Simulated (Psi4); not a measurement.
# C4H10Zn (diethylzinc (DEZ)): levels of theory compared

Wanted: a comparison of 3 runs (PBE/6-31G*, TPSS/6-31G*, r2SCAN/6-31G*) of C4H10Zn (diethylzinc (DEZ)). 

The results are computed with Psi4 1.11.

### Step 1. The structure to begin with

The species is C4H10Zn (15 atoms), meant as a singlet with charge 0. SMILES: `CC[Zn]CC`. The C4–H12 distance was set to 2.412 Å, away from the relaxed value. At this shape a bond of the SMILES string is far longer than usual.

Bond lengths: C1–C2 1.529 Å, C2–Zn3 1.958 Å, Zn3–C4 1.958 Å, C4–C5 1.529 Å, C1–H6 1.094 Å, C1–H7 1.096 Å, C1–H8 1.094 Å, C2–H9 1.096 Å, C2–H10 1.096 Å, C4–H11 1.096 Å, C5–H13 1.094 Å, C5–H14 1.096 Å, C5–H15 1.094 Å. Some angles: C1–C2–Zn3 115.4°, C2–Zn3–C4 179.9°, Zn3–C4–C5 115.4°, C1–C2–H9 109.9°, C1–C2–H10 109.9°, Zn3–C2–H9 107.9°, Zn3–C2–H10 107.9°, C2–C1–H6 112.0°, C2–C1–H7 112.0°, C2–C1–H8 112.0°.

### Step 2. A single-point energy at PBE/6-31G(d) (spherical functions) (run 1)

File c4h10zn.xyz:

```xyz
15
C4H10Zn
C     -0.826954     2.174875     2.558617
C     -0.023224     0.880805     2.430317
Zn    -0.540914    -0.285205     0.945137
C     -1.061844    -1.448115    -0.541323
C     -2.219564    -0.936925    -1.398883
H     -1.892764     1.981225     2.709127
H     -0.491944     2.784405     3.405277
H     -0.742174     2.799415     1.664827
H     -0.100454     0.299845     3.356767
H      1.042576     1.112565     2.319967
H     -1.310014    -2.432395    -0.127313
H      0.885570    -1.805020    -1.918630
H     -1.991834     0.028135    -1.860303
H     -2.464644    -1.628445    -2.212733
H     -3.132954    -0.799725    -0.813233
```

File calc.py:

```python
import psi4

psi4.set_memory('1600 MB')
psi4.set_num_threads(1)
psi4.set_output_file('c4h10zn.out', False)

with open('c4h10zn.xyz') as f:
    atoms = ''.join(f.readlines()[2:])
geom = psi4.geometry('0 1\n' + atoms + 'symmetry c1\nno_reorient\nno_com')

options = {'puream': True, 'e_convergence': 1e-09, 'd_convergence': 1e-08, 'scf_type': 'pk', 'dft_radial_points': 99, 'dft_spherical_points': 590}
psi4.set_options(options)

e_tot, wfn = psi4.energy("pbe/6-31G*", molecule=geom, return_wfn=True)
psi4.oeprop(wfn, "WIBERG_LOWDIN_INDICES", "LOWDIN_CHARGES", "QUADRUPOLE")
print('E =', round(e_tot, 9))
```

Launch:

```
$ python calc.py
```

c4h10zn.out:

```text
[...]
  Running in c1 symmetry.
[...]
  Nuclear repulsion =  315.302234777066076
[...]
  Multiplicity = 1
[...]
  Nalpha       = 32
  Nbeta        = 32
[...]
    Number of basis functions: 110
[...]
   @RKS iter   1: -1933.76972624988866   -3.05075e-01   2.88347e-02 DIIS/ADIIS
[...]
   @RKS iter  17: -1936.82933067825525    1.81899e-12   3.93014e-09 DIIS
[...]
    Orbital Energies [Eh]
    ---------------------
    Doubly Occupied:
       1A   -345.697306     2A    -41.673009     3A    -36.747321
       4A    -36.745181     5A    -36.744917     6A     -9.924539
       7A     -9.890183     8A     -9.875595     9A     -9.871126
      10A     -4.594867    11A     -3.027508    12A     -3.026932
      13A     -3.026063    14A     -0.675425    15A     -0.668332
      16A     -0.539333    17A     -0.526652    18A     -0.397617
      19A     -0.389871    20A     -0.382296    21A     -0.373720
      22A     -0.362068    23A     -0.360408    24A     -0.359182
      25A     -0.356198    26A     -0.352426    27A     -0.323140
      28A     -0.310308    29A     -0.290807    30A     -0.257886
      31A     -0.215166    32A     -0.190582
[...]
  @RKS Final Energy: -1936.82933067825525
   => Energetics <=
    Nuclear Repulsion Energy =            315.3022347770660758
    One-Electron Energy =               -3320.4082643542587903
    Two-Electron Energy =                1164.1735356493456948
    DFT Exchange-Correlation Energy =     -95.8968367504083261
    Empirical Dispersion Energy =           0.0000000000000000
    VV10 Nonlocal Energy =                  0.0000000000000000
    Total Energy =                      -1936.8293306782552463
[...]
 Multipole Moments:
 ------------------------------------------------------------------------------------
     Multipole            Electronic (a.u.)      Nuclear  (a.u.)        Total (a.u.)
 ------------------------------------------------------------------------------------
 L = 1.  Multiply by 2.5417464519 to convert [e a0] to [Debye]
 Dipole X            :         96.0795641          -96.7834044           -0.7038403
 Dipole Y            :          4.3562080           -4.1428560            0.2133520
 Dipole Z            :        -99.9818824          100.4771746            0.4952922
 Magnitude           :                                                    0.8866931
 L = 2.  Multiply by 1.3450342976 to convert [e a0^2] to [Debye ang]
 Quadrupole XX       :       -304.5003081          275.1074827          -29.3928254
 Quadrupole XY       :        -60.4318316           62.1404421            1.7086105
[...]
```

On the terminal:

```text
E = -1936.829330678
```

Wall time 38 s (1 thread of Intel Xeon 6975P-C (Granite Rapids), shared host); peak memory 0.61 GiB.

### Step 3. Energy and gradient at TPSS/6-31G(d) (spherical functions) (run 2)

File input.inp:

```
memory 1600 mb

molecule {
  C     -0.826954     2.174875     2.558617
  C     -0.023224     0.880805     2.430317
  Zn    -0.540914    -0.285205     0.945137
  C     -1.061844    -1.448115    -0.541323
  C     -2.219564    -0.936925    -1.398883
  H     -1.892764     1.981225     2.709127
  H     -0.491944     2.784405     3.405277
  H     -0.742174     2.799415     1.664827
  H     -0.100454     0.299845     3.356767
  H      1.042576     1.112565     2.319967
  H     -1.310014    -2.432395    -0.127313
  H      0.885570    -1.805020    -1.918630
  H     -1.991834     0.028135    -1.860303
  H     -2.464644    -1.628445    -2.212733
  H     -3.132954    -0.799725    -0.813233
  units angstrom
  symmetry c1
}

set puream true
set e_convergence 1e-09
set d_convergence 1e-08
set scf_type pk
set dft_radial_points 99
set dft_spherical_points 590

e, wfn = gradient("tpss/6-31G*", return_wfn=True)
oeprop(wfn, "MULLIKEN_CHARGES", "MAYER_INDICES", "WIBERG_LOWDIN_INDICES", title="TPSS")
print_variables()
```

Launch:

```
$ psi4 input.inp input.out -n 1
```

input.out:

```text
[...]
  Running in c1 symmetry.
[...]
  Nuclear repulsion =  315.302234777066076
[...]
  Multiplicity = 1
[...]
  Nalpha       = 32
  Nbeta        = 32
[...]
    Number of basis functions: 110
[...]
   @RKS iter   1: -1934.39969780951151   -4.39019e-01   2.85580e-02 ADIIS/DIIS
[...]
   @RKS iter  16: -1937.37597464981718   -3.86535e-12   3.63455e-09 DIIS
[...]
  @RKS Final Energy: -1937.37597464981718
   => Energetics <=
    Nuclear Repulsion Energy =            315.3022347770660758
    One-Electron Energy =               -3320.1283033598137990
    Two-Electron Energy =                1163.9210021948931626
    DFT Exchange-Correlation Energy =     -96.4709082619625633
    Empirical Dispersion Energy =           0.0000000000000000
    VV10 Nonlocal Energy =                  0.0000000000000000
    Total Energy =                      -1937.3759746498171808
[...]
 Multipole Moments:
 ------------------------------------------------------------------------------------
     Multipole            Electronic (a.u.)      Nuclear  (a.u.)        Total (a.u.)
 ------------------------------------------------------------------------------------
 L = 1.  Multiply by 2.5417464519 to convert [e a0] to [Debye]
 Dipole X            :          2.3978167           -3.1700464           -0.7722296
 Dipole Y            :         -3.3778249            3.6157434            0.2379186
 Dipole Z            :          2.7756783           -2.2000688            0.5756095
 Magnitude           :                                                    0.9921039
[...]
  -Total Gradient:
     Atom            X                  Y                   Z
    ------   -----------------  -----------------  -----------------
       1        0.002136516775    -0.002110415373     0.000488005293
       2        0.003442823196     0.010991033474     0.008688939272
       3       -0.012149242742    -0.000739703261     0.008199708997
       4       -0.001615331852    -0.016115265795    -0.010189548000
       5       -0.021222771356     0.005029984521     0.015313251267
       6        0.003954708160     0.000952483004    -0.000874047232
       7       -0.001610370458    -0.001956935238    -0.003212393587
       8       -0.000664041652    -0.002382994497     0.003273755881
       9        0.000585230658     0.001379706344    -0.003754958210
      10       -0.003747051514    -0.000654202447     0.001282753620
      11       -0.009267503758     0.010030657412     0.011509649200
      12        0.034474840397    -0.005581922887    -0.024872137311
[...]
```

It took 90 s on 1 thread of Intel Xeon 6975P-C (Granite Rapids), shared host; peak memory 0.61 GiB.

### Step 4. A single-point energy at r2SCAN/6-31G(d) (spherical functions) (run 3)

c4h10zn.xyz is that of step 2.

File run.py:

```python
import psi4

psi4.set_memory(1600000000)
psi4.set_num_threads(1)
psi4.core.set_output_file('c4h10zn.out', False)

with open('c4h10zn.xyz') as f:
    atoms = ''.join(f.readlines()[2:])
geom = psi4.geometry('0 1\n' + atoms + 'symmetry c1\nno_reorient\nno_com')

options = {'puream': True, 'e_convergence': 1e-09, 'd_convergence': 1e-08, 'scf_type': 'pk', 'dft_radial_points': 99, 'dft_spherical_points': 590}
psi4.set_options(options)

E, wfn = psi4.energy('r2scan/6-31G*', return_wfn=True)
psi4.oeprop(wfn, 'MAYER_INDICES', 'DIPOLE', 'MULLIKEN_CHARGES', title='R2SCAN')
print(f'r2scan/6-31G* energy: {E:.10f} Eh')
for k, v in sorted(psi4.core.scalar_variables().items()):
    print(f'{k:45s} {v:18.10f}')
```

Launch:

```
$ python run.py
```

c4h10zn.out:

```text
[...]
  Running in c1 symmetry.
[...]
  Nuclear repulsion =  315.302234777066076
[...]
  Multiplicity = 1
[...]
  Nalpha       = 32
  Nbeta        = 32
[...]
    Number of basis functions: 110
[...]
   @RKS iter   1: -1934.31476537340200   -5.78672e-01   2.82070e-02 DIIS/ADIIS
[...]
   @RKS iter  17: -1937.20052790940508   -4.32010e-12   3.67881e-09 DIIS
[...]
  @RKS Final Energy: -1937.20052790940508
   => Energetics <=
    Nuclear Repulsion Energy =            315.3022347770660758
    One-Electron Energy =               -3320.7989384938923649
    Two-Electron Energy =                1164.5999166218321079
    DFT Exchange-Correlation Energy =     -96.3037408144109435
    Empirical Dispersion Energy =           0.0000000000000000
    VV10 Nonlocal Energy =                  0.0000000000000000
    Total Energy =                      -1937.2005279094050820
[...]
 Multipole Moments:
 ------------------------------------------------------------------------------------
     Multipole            Electronic (a.u.)      Nuclear  (a.u.)        Total (a.u.)
 ------------------------------------------------------------------------------------
 L = 1.  Multiply by 2.5417464519 to convert [e a0] to [Debye]
 Dipole X            :         96.0371202          -96.7834044           -0.7462842
 Dipole Y            :          4.3594680           -4.1428560            0.2166119
 Dipole Z            :        -99.9438980          100.4771746            0.5332766
 Magnitude           :                                                    0.9424674
[...]
  Mulliken Charges: (a.u.)
   Center  Symbol    Alpha    Beta     Spin     Total
       1     C     3.25121  3.25121  0.00000 -0.50242
       2     C     3.31630  3.31630  0.00000 -0.63260
       3    ZN    14.74806 14.74806  0.00000  0.50388
       4     C     3.17921  3.17921  0.00000 -0.35842
       5     C     3.27021  3.27021  0.00000 -0.54041
       6     H     0.41415  0.41415  0.00000  0.17170
       7     H     0.41425  0.41425  0.00000  0.17150
       8     H     0.41319  0.41319  0.00000  0.17362
       9     H     0.40852  0.40852  0.00000  0.18296
      10     H     0.40611  0.40611  0.00000  0.18778
      11     H     0.40828  0.40828  0.00000  0.18344
[...]
```

The script printed:

```text
r2scan/6-31G* energy: -1937.2005279094 Eh
CURRENT ENERGY                                  -1937.2005279094
CURRENT REFERENCE ENERGY                        -1937.2005279094
DD SOLVATION ENERGY                                 0.0000000000
DFT FUNCTIONAL TOTAL ENERGY                     -1937.2005279094
DFT TOTAL ENERGY                                -1937.2005279094
DFT VV10 ENERGY                                     0.0000000000
DFT XC ENERGY                                     -96.3037408144
GRID ELECTRONS ALPHA                               31.9999998807
GRID ELECTRONS BETA                                31.9999998807
GRID ELECTRONS TOTAL                               63.9999997614
NUCLEAR REPULSION ENERGY                          315.3022347771
ONE-ELECTRON ENERGY                             -3320.7989384939
PCM POLARIZATION ENERGY                             0.0000000000
PE ENERGY                                           0.0000000000
SCF ITERATION ENERGY                            -1937.2005279094
SCF ITERATIONS                                     17.0000000000
SCF TOTAL ENERGY                                -1937.2005279094
TWO-ELECTRON ENERGY                              1164.5999166218
XC GRID RADIAL POINTS                              99.0000000000
XC GRID SPHERICAL POINTS                          590.0000000000
XC GRID TOTAL POINTS                           826611.0000000000
```

It took 78 s on 1 thread of Intel Xeon 6975P-C (Granite Rapids), shared host; peak memory 0.61 GiB.

### Step 5. All runs side by side

| run | level | task | energy (Eh) | dipole moment (D) | HOMO energy (eV) | LUMO energy (eV) | wall time |
| --- | --- | --- | --- | --- | --- | --- | --- |
| 1 | PBE/6-31G* (spherical functions) | energy | -1936.829331 | 2.25 | -5.19 | -3.08 | 38 s |
| 2 | TPSS/6-31G* (spherical functions) | gradient | -1937.375975 | 2.52 | -5.29 | -3.03 | 90 s |
| 3 | r2SCAN/6-31G* (spherical functions) | energy | -1937.200528 | 2.40 | -5.38 | -3.04 | 78 s |

### Step 6. What came out

```
            quantity           value
 run 3: total energy  -1937.20053 Eh
run 3: dipole moment          2.40 D
  run 3: HOMO energy        -5.38 eV
  run 3: LUMO energy        -3.04 eV
run 3: HOMO–LUMO gap         2.34 eV
```

What this shows: The dipole moment (its size) runs from 2.25 D (PBE/6-31G*) to 2.52 D (TPSS/6-31G*). The HOMO–LUMO gap runs from 2.11 eV (PBE/6-31G*) to 2.34 eV (r2SCAN/6-31G*). Totals of different functionals can't be ranked against each other. In runs 1, 2, 3 a closed-shell determinant meets a far-stretched bond, which it describes badly. All runs together took 3.4 min, the longest 90 s.
